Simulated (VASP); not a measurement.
# Ge (Fd-3m) in VASP: a series of runs, part 2 of 2

VASP 6.6.1.

**3. Phonons, LDA**

This run uses another cell than the first one, of 22.25 Å³/atom, 0.974 times its volume.

Contents of POSCAR:

```
Ge
1.0
    0.0000000000      2.8124386785      2.8124386785
    2.8124386785      0.0000000000      2.8124386785
    2.8124386785      2.8124386785      0.0000000000
  Ge
     2
Direct
     0.0000000000000000    0.0000000000000000    0.0000000000000000
     0.2500000000000000    0.2500000000000000    0.2500000000000000
```

Contents of INCAR.step1:

```
SYSTEM = Ge
PREC = Accurate ; ENCUT = 600
EDIFF = 1E-8 ; ISMEAR = 0
SIGMA = 0.03 ; LREAL = .False.
LASPH = .True. ; NELM = 80
ALGO = Normal ; ISIF = 3
LWAVE = .False. ; LCHARG = .False.
IBRION = 2 ; NSW = 40
EDIFFG = -0.002
```

Contents of INCAR.step2:

```
SYSTEM = Ge
PREC = Accurate ; ENCUT = 600
EDIFF = 1E-8 ; ISMEAR = 0
SIGMA = 0.03 ; LREAL = .False.
LASPH = .True. ; NELM = 80
ALGO = Normal ; ISIF = 2
LWAVE = .False. ; LCHARG = .False.
IBRION = 6 ; NFREE = 2
POTIM = 0.015 ; NSW = 1
```

Contents of KPOINTS:

```
Automatic mesh
0
Gamma
  10 10 10
  0 0 0
```

Potentials or basis: VASP PAW LDA potentials, release 64 (Ge_d).

Launch:

```
> cat potpaw_LDA.64/Ge_d/POTCAR > POTCAR
> cp INCAR.step1 INCAR
> mpirun -np 1 vasp_std > vasp.out
> cp CONTCAR POSCAR
> cp INCAR.step2 INCAR
> mpirun -np 1 vasp_std > vasp.out
```

OUTCAR:

```text
SYSTEM = Ge
   PREC = Accurate
   ENCUT = 600
   EDIFF = 1E-8
   ISMEAR = 0
   LREAL = .False.
   LASPH = .True.
   NELM = 80
   ISIF = 2
   IBRION = 6
   NFREE = 2
   POTIM = 0.015
   NSW = 1

 ion  position               nearest neighbor table
   1  0.000  0.000  0.000-   2 2.44   2 2.44   2 2.44   2 2.44
   2  0.250  0.250  0.250-   1 2.44   1 2.44   1 2.44   1 2.44

  LATTYP: Found a face centered cubic cell.
 ALAT       =     5.6248773570

  Lattice vectors:

 A1 = (   0.0000000000,   2.8124386785,   2.8124386785)
 A2 = (   2.8124386785,   0.0000000000,   2.8124386785)
 A3 = (   2.8124386785,   2.8124386785,   0.0000000000)

Analysis of symmetry for initial positions (statically):
=====================================================================
 Subroutine PRICEL returns:
 Original cell was already a primitive cell.

 Routine SETGRP: Setting up the symmetry group for a
 face centered cubic supercell.

 Subroutine GETGRP returns: Found 48 space group operations
 (whereof 24 operations were pure point group operations)
 out of a pool of 48 trial point group operations.

The static configuration has the point symmetry T_d .
 The point group associated with its full space group is O_h .

Analysis of symmetry for dynamics (positions and initial velocities):
=====================================================================
 Subroutine PRICEL returns:
[... 231 lines left out ...]

 number of electron      27.9999996 magnetization

 Free energy of the ion-electron system (eV)
  ---------------------------------------------------
  ext. energy  EPLUGINS =         0.00000000
  ---------------------------------------------------
  free energy    TOTEN  =       -10.38746632 eV

  energy without entropy =      -10.38744768  energy(sigma->0) =      -10.38745700

 E-fermi :   4.9405     XC(G=0): -10.3709

 val. band max:        4.9130167631   @ k =   0.0000   0.0000   0.0000
 cond. band min:       4.9670229473   @ k =   0.0000   0.0000   0.0000
 fundamental gap:      0.0540061842
 Fermi energy:         4.9404934716

 k-point     1 :       0.0000    0.0000    0.0000
  band No.  band energies     occupation
      1     -20.0716      2.00000
      2     -20.0684      2.00000
      3     -20.0647      2.00000
      4     -20.0303      2.00000
      5     -20.0300      2.00000
      6     -19.8117      2.00000
[... 481 lines left out ...]
      5     -19.9435      2.00000
      6     -19.9183      2.00000
[... 10 lines left out ...]
     17      11.5807      0.00000
     18      12.1435      0.00000

 [... further k-points ...]
[... 5 lines left out ...]
  --------------------------------------------------------------------------------------
  -------------------------------------------------------------------------------------
  Total        0.0115643      0.0082299      0.0082299      0.0000000     -0.1297733      0.0000000
  in kB        0.4164382      0.2963654      0.2963654      0.0000000     -4.6732272      0.0000000
  external PRESSURE =       0.3363897 kB  Pullay stress =       0.0000000 kB
[... 17 lines left out ...]
  FREE ENERGIE OF THE ION-ELECTRON SYSTEM (eV)
  ---------------------------------------------------
  free  energy   TOTEN  =       -10.3874663222 eV

  energy  without entropy=      -10.3874476824  energy(sigma->0) =      -10.38745700

 INTERNAL STRAIN TENSORS FROM DISPLACED ATOMS
 ============================================

 INTERNAL STRAIN TENSOR FOR ION    1 for displacements in x,y,z  (eV/Angst):
          X           Y           Z          XY          YZ          ZX
  --------------------------------------------------------------------------------
  x     0.00000     0.00000     0.00000     0.00000     8.65044     0.00000
  y     0.00000     0.00000     0.00000     0.00000     0.00000     8.65044
  z     0.00000     0.00000     0.00000     8.65044     0.00000     0.00000

 INTERNAL STRAIN TENSOR FOR ION    2 for displacements in x,y,z  (eV/Angst):
          X           Y           Z          XY          YZ          ZX
  --------------------------------------------------------------------------------
  x    -0.00000    -0.00000    -0.00000     0.00000    -8.65044     0.00000
  y    -0.00000    -0.00000    -0.00000     0.00000     0.00000    -8.65044
  z    -0.00000    -0.00000    -0.00000    -8.65044     0.00000     0.00000

 Eigenvectors and eigenvalues of the dynamical matrix
 ----------------------------------------------------

   1 f  =    8.635431 THz    54.258010 2PiTHz  288.046957 cm-1    35.713255 meV
             X         Y         Z           dx          dy          dz
      0.000000  0.000000  0.000000     0.000000   -0.707107    0.000000
      1.406219  1.406219  1.406219     0.000000    0.707107    0.000000
[... 21 lines left out ...]
   6 f  =    0.000000 THz     0.000000 2PiTHz    0.000000 cm-1     0.000000 meV
             X         Y         Z           dx          dy          dz
      0.000000  0.000000  0.000000     0.000000    0.000000    0.707107
      1.406219  1.406219  1.406219     0.000000    0.000000    0.707107

 ELASTIC MODULI CONTR FROM IONIC RELAXATION (kBar)
 Direction    XX          YY          ZZ          XY          YZ          ZX
 --------------------------------------------------------------------------------
 XX          -0.0000     -0.0000     -0.0000     -0.0000     -0.0000     -0.0000
 YY          -0.0000     -0.0000     -0.0000     -0.0000     -0.0000     -0.0000
 ZZ          -0.0000     -0.0000     -0.0000     -0.0000     -0.0000     -0.0000
 XY          -0.0000     -0.0000     -0.0000   -243.2625      0.0000      0.0000
 YZ          -0.0000     -0.0000     -0.0000      0.0000   -243.2625      0.0000
 ZX          -0.0000     -0.0000     -0.0000      0.0000      0.0000   -243.2625
 --------------------------------------------------------------------------------
```

OSZICAR.step1:

```text
N       E                     dE             d eps       ncg     rms          rms(c)
DAV:   1     0.168466371079E+03    0.16847E+03   -0.16596E+04  1732   0.453E+03
DAV:   2     0.115434687736E+02   -0.15692E+03   -0.15393E+03  1700   0.577E+02
DAV:   3    -0.986555695170E+01   -0.21409E+02   -0.21234E+02  1810   0.154E+02
DAV:   4    -0.105597220575E+02   -0.69417E+00   -0.69156E+00  1978   0.314E+01
DAV:   5    -0.105713098184E+02   -0.11588E-01   -0.11586E-01  1946   0.416E+00    0.335E+00
DAV:   6    -0.104492590777E+02    0.12205E+00   -0.46535E-02  1804   0.188E+00    0.193E+00
DAV:   7    -0.103879667258E+02    0.61292E-01   -0.95875E-02  1788   0.236E+00    0.140E-01
DAV:   8    -0.103886852167E+02   -0.71849E-03   -0.58872E-03  1884   0.102E+00    0.416E-02
DAV:   9    -0.103886991884E+02   -0.13972E-04   -0.12469E-04  2138   0.155E-01    0.161E-02
DAV:  10    -0.103886960166E+02    0.31717E-05   -0.13459E-05  2230   0.558E-02    0.401E-03
DAV:  11    -0.103886955698E+02    0.44681E-06   -0.17641E-06  1946   0.942E-03    0.147E-03
DAV:  12    -0.103886955785E+02   -0.87039E-08   -0.32905E-08  1456   0.188E-03
   1 F= -.10388696E+02 E0= -.10388670E+02  d E =-.103887E+02
```

Run time: 2.5 min. Hardware: 1 thread of Intel Xeon Platinum 8488C (Sapphire Rapids), shared host; peak memory 0.33 GiB.

Results:

```
Highest phonon frequency at Γ : 288 cm⁻¹
```

Phonon frequencies in cm⁻¹ (negative: imaginary):
| q point | frequencies |
| --- | --- |
| (0.000, 0.000, 0.000) | 0 0 0 288 288 288 |

**4. Elastic constants, r2SCAN**

Contents of POSCAR:

```
Ge
1.0
    0.0000000000      2.8383942277      2.8383942277
    2.8383942277      0.0000000000      2.8383942277
    2.8383942277      2.8383942277      0.0000000000
  Ge
     2
Direct
     0.0000000000000000    0.0000000000000000    0.0000000000000000
     0.2500000000000000    0.2500000000000000    0.2500000000000000
```

Contents of INCAR.step1:

```
ALGO     = Normal         # electronic algorithm
EDIFF    = 1E-8           # SCF threshold, eV
EDIFFG   = -0.002         # ionic threshold
ENCUT    = 600            # plane-wave cutoff, eV
IBRION   = 2              # ionic algorithm
ISIF     = 3              # what is computed and relaxed
ISMEAR   = 0              # smearing method
LASPH    = T              # aspherical terms in the spheres
LCHARG   = F              # write CHGCAR
LMIXTAU  = T            
LREAL    = F              # projectors in reciprocal space
LWAVE    = F              # write WAVECAR
METAGGA  = R2SCAN         # meta-GGA
NELM     = 80             # most SCF steps
NSW      = 40             # ionic steps
PREC     = Accurate       # precision mode
SIGMA    = 0.03           # smearing width, eV
```

Contents of INCAR.step2:

```
ALGO     = Normal         # electronic algorithm
EDIFF    = 1E-8           # SCF threshold, eV
ENCUT    = 600            # plane-wave cutoff, eV
IBRION   = 6              # ionic algorithm
ISIF     = 3              # what is computed and relaxed
ISMEAR   = 0              # smearing method
LASPH    = T              # aspherical terms in the spheres
LCHARG   = F              # write CHGCAR
LMIXTAU  = T            
LREAL    = F              # projectors in reciprocal space
LWAVE    = F              # write WAVECAR
METAGGA  = R2SCAN         # meta-GGA
NELM     = 80             # most SCF steps
NFREE    = 2            
NSW      = 1              # ionic steps
POTIM    = 0.015          # step
PREC     = Accurate       # precision mode
SIGMA    = 0.03           # smearing width, eV
```

Contents of KPOINTS:

```
k-points
0
Gamma
  10 10 10
```

Potentials or basis: VASP PAW PBE potentials, release 64 (Ge_d).

Launch:

```
> cat potpaw_PBE.64/Ge_d/POTCAR > POTCAR
> cp INCAR.step1 INCAR
> mpirun -np 1 vasp_std > vasp.out
> cp CONTCAR POSCAR
> cp INCAR.step2 INCAR
> mpirun -np 1 vasp_std > vasp.out
```

Run time: 1.6 h. Hardware: 1 thread of Intel Xeon Platinum 8259CL at 2.50GHz (Skylake/Cascade Lake), shared host; peak memory 0.52 GiB.

Results (log left out):

```
Elastic constants C11, C12, C44 : 126, 44, 65 GPa
Voigt bulk modulus              : 71 GPa
Highest phonon frequency at Γ   : 296 cm⁻¹
```

Phonon frequencies in cm⁻¹ (negative: imaginary):
```tsv
q point	frequencies
(0.000, 0.000, 0.000)	0 0 0 296 296 296
```

Elastic tensor in Voigt notation (GPa, in the Cartesian axes of the cell as first typed):
```
126  44  44   0   0   0
 44 126  44   0   0   0
 44  44 126   0   0   0
  0   0   0  65   0   0
  0   0   0   0  65   0
  0   0   0   0   0  65
```

Clamped-ion elastic tensor (GPa):
```
126  44  44   0   0   0
 44 126  44   0   0   0
 44  44 126   0   0   0
  0   0   0  86   0   0
  0   0   0   0  86   0
  0   0   0   0   0  86
```

Caveat: the PAW data sets were made with another functional, which shifts forces and pressure a little.

**5. Against experiment**

Step 2. A measured gap of Ge is 0.666 eV (indirect; 293 K; “Electronic and optical properties of SixGe1-x-ySny alloys lattice-matched to Ge”, 2021, arxiv:2109.02782); the calculated 0.00 eV misses it by -0.67 eV. 3 values of this kind are on record (0.666 to 0.807 eV); this one was drawn at random among those near their median. Spin-orbit coupling on Ge is left out. The value is that of PBE on a finite k mesh, which can miss the band edges, without temperature or zero-point motion. Semilocal functionals fall short of measured gaps as a rule.
